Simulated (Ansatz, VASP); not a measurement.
One calculation of La2O3, two programs

File INCAR:

```
SYSTEM = La2O3
PREC = Accurate
ENCUT = 600
EDIFF = 1E-6
ISMEAR = -1
SIGMA = 0.05
LREAL = .False.
LASPH = .True.
NELM = 100
ALGO = Normal
ISIF = 3
LWAVE = .False.
LCHARG = .False.
GGA = CA
IBRION = 2
NSW = 60
EDIFFG = -0.01
```

Contents of KPOINTS:

```
Automatic mesh
0
Gamma
  8 8 5
  0 0 0
```

The input POSCAR:

```
La2O3
1.0
    3.9307778780      0.0000000000      0.0000000000
   -1.9653889390      3.4041534990      0.0000000000
    0.0000000000      0.0000000000      6.1119535200
La O
2 3
Direct
    0.3333333333      0.6666666667      0.2462356800
    0.6666666667      0.3333333333      0.7537643200
    0.0000000000      0.0000000000      0.0000000000
    0.3333333333      0.6666666667      0.6458906500
    0.6666666667      0.3333333333      0.3541093500
```

File input.yaml:

```yaml
crystal:
  lattice:
    - [3.930777878, 0.0, 0.0]
    - [-1.965388939, 3.404153499, 0.0]
    - [0.0, 0.0, 6.11195352]
  atoms:
    - { symbol: La, position: [0.3333333333, 0.6666666667, 0.24623568] }
    - { symbol: La, position: [0.6666666667, 0.3333333333, 0.75376432] }
    - { symbol: O, position: [0.0, 0.0, 0.0] }
    - { symbol: O, position: [0.3333333333, 0.6666666667, 0.64589065] }
    - { symbol: O, position: [0.6666666667, 0.3333333333, 0.35410935] }
hamiltonian:
  xc: lda
  pseudopotentials: { kind: paw }
kpoints:
  mp_grid: { grid: [8, 8, 5] }
scf:
  occupations: { method: fermi_dirac, width: 0.05 }
output:
  forces: true
  stress: true
  eigenvalues: true
  write_density: true
  write_potential: true
  elf: true
  volumetric_format: npy
relax:
  f_tol: 0.01
  max_steps: 40
  cell: { stress_tol: 0.05 }
```

The cell is a database's computed one.

Alike in both runs: task relaxation of cell and atoms; functional LDA; k mesh 8 × 8 × 5; occupations fermi-dirac, width 0.05 eV; no spin polarisation.

|  | VASP | Ansatz |
| --- | --- | --- |
| version | VASP 6.6.1 | Ansatz 0.2.0 |
| potentials or method | VASP PAW LDA potentials, release 64 (La, O) | Ansatz PAW |
| plane-wave cutoff (eV) | 600 | 420 |
| valence electrons in the cell | 40 | 40 |

|  | VASP | Ansatz | Ansatz less VASP |
| --- | --- | --- | --- |
| gap on the k mesh at the Fermi level, each at its own relaxed structure (eV) | 3.80 | 3.80 | +0.006 |
| relaxed volume (Å³/atom) | 15.51 | 15.54 | +0.032 |
| relaxed cell length with the largest relative difference (Å) | 5.943 | 5.952 | +0.0084 |
| energy change over the relaxation (meV/atom) | -17 | -16 | +1.0 |

Caveats: spin-orbit coupling is left out, which moves the levels of the heavy elements; an odd mesh through Γ misses points on the zone boundary, where band edges often lie (VASP); odd divisions of the mesh miss points on the zone boundary, where band edges often lie, so the gap on the mesh can be too wide (Ansatz); the plane-wave basis is chosen anew once the cell has moved, so the energies of steps on either side of that aren't comparable (Ansatz); the pressure holds a Pulay correction of +0.6 GPa for the finite cutoff (Ansatz); the PAW data sets come from PBE, with cores solved anew for the run's functional, which leaves a small shift of forces and pressure (Ansatz). As with any semilocal functional, this LDA gap is likely too small.
